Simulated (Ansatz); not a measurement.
## ZnO: the gap under strain

ZnO, P6_3mc, a = 3.235 Å, c = 5.212 Å. Ansatz: r2SCAN, PAW, 500 eV, Γ-centred 12×12×6 mesh on 4 atoms, Gaussian smearing 0.02 eV; no spin polarisation. Series: biaxial strain in the a-b plane, c and atoms relaxed; x is the strain in per cent. The gap is sought over the whole zone.

```tsv
x (%)	gap y (eV)
-6.0	?
-4.0	1.172
-2.0	1.211
0.0	1.238
2.0	1.252
4.0	1.260
6.0	1.283
```

Q: Fit y = E0 + c1 x + c2 x² to the other rows, give the deformation potential for this strain, and predict the missing gap.

A: Least squares on the rows shown. y = 1.233 + 0.01162 x − 0.0006964 x². The deformation potential is 100 c1 = 1.16 eV per unit strain. With a term in x³ added, the coefficient of x becomes 0.008516, 27 % less, which shows how far this figure hangs on the form. At x = -6.0 the fit asked for gives 1.138 eV. The run gave 1.122 eV, so the fit is 0.016 eV too high, 9.9 % of the span of the series, against an rms of 0.005 eV on the fitted rows. The row lies outside the fitted range. With a term in x³ added, a fit to the same known rows predicts 1.102 eV, which misses by about as much or more on the other side: the known rows don't fix the higher terms.

Semilocal functionals give gaps under the measured ones; where shallow d states of Zn, Cd, Cu or Ag mix into an O valence top, changes of the gap are off too.